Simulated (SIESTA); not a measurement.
**MoP under changes of volume**

One of the cells (14.353 Å³/atom); the others are scaled copies at fixed shape and fractional positions:

```xyz
2
Lattice="3.2230 0.0000 0.0000 -1.6115 2.7912 0.0000 0.0000 0.0000 3.1910" Properties=species:S:1:pos:R:3 pbc="T T T"
Mo    0.0000    0.0000    0.0000
P     0.0000    1.8608    1.5955
```

```yaml
Program: SIESTA 5.4.2
Functional: LDA
Potentials_or_basis: PseudoDojo 0.4 standard (LDA files)
Basis: DZP (energy shift 0.003 Ry; two zetas on semicore shells)
Grid_cutoff: 800 Ry
Energy_shift: 0.003 Ry
k_mesh: 10 × 10 × 8
Occupations: fermi-dirac, width 0.05 eV
Spin: no spin polarisation
```

```tsv
volume (Å³/atom)	energy over the lowest point (meV/atom)	pressure (GPa)
13.492	19.94	11.4
13.779	4.97	5.5
14.066	0.00	0.2
14.353	4.04	-4.6
14.640	16.08	-8.8
14.927	35.41	-12.6
15.214	?	?
```

Problem. What does the run at 15.214 Å³/atom give?

Solution. Energy over the lowest point 61.16 meV/atom; pressure -16.0 GPa.

Worked out: A Birch-Murnaghan fit of order 3 (a polynomial in V^(-2/3)) to the other rows has its minimum at 14.08 Å³/atom with B0 = V·E''(V) = 245 GPa and B' = 4.3 at fixed shape and positions, which overstates the stiffness. It gives 61.22 meV/atom at 15.214 Å³/atom, against the run's 61.16, and -dE/dV = -16.1 GPa, against -16.0.

Energies are extrapolated to zero smearing.

Caveats: the basis of atomic orbitals isn't converged, which shifts pressures, moduli and gaps.
